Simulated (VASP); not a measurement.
Write the native input for VASP 6.6.1 that does the following.

```
Task                   : single point
Functional             : LDA
Potentials or basis    : VASP PAW LDA potentials, release 64 (Li_sv, F)
Cutoff                 : 520 eV
k mesh                 : 9 × 9 × 6
Occupations            : gaussian, width 0.05 eV
Spin                   : no spin polarisation
Dipole correction      : no
Further INCAR settings : ALGO = Fast; EDIFF = 1e-06; NBANDS = 18
```

The structure of LiF lies in POSCAR:

```
LiF
1.0
    2.9691116230      0.0000000000      0.0000000000
   -1.4845558115      2.5713260922      0.0000000000
    0.0000000000      0.0000000000      4.6631048329
Li F
2 2
Direct
    0.3333333333      0.6666666667      0.3811542600
    0.6666666667      0.3333333333      0.8811542600
    0.3333333333      0.6666666667      0.9938437400
    0.6666666667      0.3333333333      0.4938437400
```

Measurements of this composition are mostly on another form, of space group No. 225.

The cell isn't the ideal one: strain -0.030 along x and y, -0.030 along z, atoms carried along.

The input as run:

INCAR

```
  PREC = Accurate
  ENCUT = 520
  EDIFF = 1E-6
  ISMEAR = 0
  SIGMA = 0.05
  LREAL = False
  LASPH = True
  NELM = 100
  ALGO = Fast
  ISIF = 2
  LWAVE = False
  LCHARG = False
  NBANDS = 18
```

KPOINTS

```
regular mesh
0
Gamma
  9 9 6
```

Potentials or basis: VASP PAW LDA potentials, release 64 (Li_sv, F).

Command:

```console
$ cat potpaw_LDA.64/Li_sv/POTCAR potpaw_LDA.64/F/POTCAR > POTCAR
$ mpirun -np 1 vasp_std > vasp.out
```

It gave:

```
Band gap on the k mesh : 8.10 eV, direct
```

Caveat: an odd mesh through Γ misses points on the zone boundary, where band edges often lie.

Run time: 20 s on 1 thread of Intel(R) Xeon(R) Platinum 8559C (Emerald Rapids), on a shared host, peak memory 0.14 GiB.
